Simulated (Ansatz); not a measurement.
# Relaxation of Bi

Method: Ansatz 0.2.0, DFT PBEsol, scalar-relativistic, plane waves, PAW. Settings: 420 eV cutoff, 10×10×10 k-mesh, Gaussian smearing of 0.10 eV, no spin polarisation.

What was changed in P: P → Bi on all its sites, cell and atoms relaxed.

Spin–orbit coupling is left out, which can shift energies with elements as heavy as these.

Command:

```bash
ansatz run input.yaml --threads 1 --pin off --max-ram 2560MiB --backend cpu --events-out ev --progress --plain --runs-dir out
```

Input:

```yaml
crystal:
  lattice:
    - [2.296099172, -6.2250806361, 0.0]
    - [2.296099172, 6.2250806361, 0.0]
    - [0.0, 0.0, 4.664343649]
  atoms:
    - { symbol: Bi, position: [0.1217538963, 0.8782461037, 0.9766978128] }
    - { symbol: Bi, position: [0.6217538963, 0.3782461037, 0.5233021872] }
    - { symbol: Bi, position: [0.8782461037, 0.1217538963, 0.0233021872] }
    - { symbol: Bi, position: [0.3782461037, 0.6217538963, 0.4766978128] }
basis:
  ecutwfc: 420
kpoints:
  mp_grid: { grid: [10, 10, 10] }
hamiltonian:
  xc: pbesol
scf:
  occupations: { method: gaussian, width: 0.1 }
output:
  forces: true
  stress: true
  eigenvalues: true
relax:
  adjacent_minimum: "off"
  f_tol: 0.01
  max_steps: 60
  cell: { stress_tol: 0.1 }
```

F is the free energy. Steps run on the plane waves of an earlier cell, but the last one, and at times one on the way, on a freshly chosen basis, so a repeated geometry can differ a little in energy.

Steps:

```tsv
step	F − F(1) (eV)	largest force component (eV/Å)	V (Å³/atom)	P (GPa)
1	0.0000	0.111	33.335	-0.11
2	-0.0028	0.083	32.765	0.22
3	-0.0070	0.015	33.099	-0.04
4	-0.0077	0.014	33.273	-0.15
5	-0.0079	0.022	33.200	0.14
6	-0.0082	0.000	33.227	0.00
7	-0.0081	0.000	33.227	0.00
```

Relaxed structure:

```cif
data_structure
_symmetry_space_group_name_H-M 'P 1'
_symmetry_Int_Tables_number 1
_cell_length_a 6.6069
_cell_length_b 6.6069
_cell_length_c 4.7386
_cell_angle_alpha 90.000
_cell_angle_beta 90.000
_cell_angle_gamma 140.019
_cell_volume 132.91
loop_
_atom_site_label
_atom_site_type_symbol
_atom_site_fract_x
_atom_site_fract_y
_atom_site_fract_z
_atom_site_occupancy
Bi1 Bi 0.12318 0.87682 0.97360 1
Bi2 Bi 0.62318 0.37682 0.52640 1
Bi3 Bi 0.87682 0.12318 0.02640 1
Bi4 Bi 0.37682 0.62318 0.47360 1
```

Symmetry: Cmce, No. 64, orthorhombic system. The conventional cell has a = 4.517 Å, b = 12.418 Å, c = 4.739 Å, α = 90.00°, β = 90.00°, γ = 90.00°. Around Bi (site symmetry m) lie 5 Bi at 3.07 to 3.46 Å.

The run converged. The run took 5.8 min on 1 thread of Arm Neoverse V2, on a shared host, peak memory 0.91 GiB.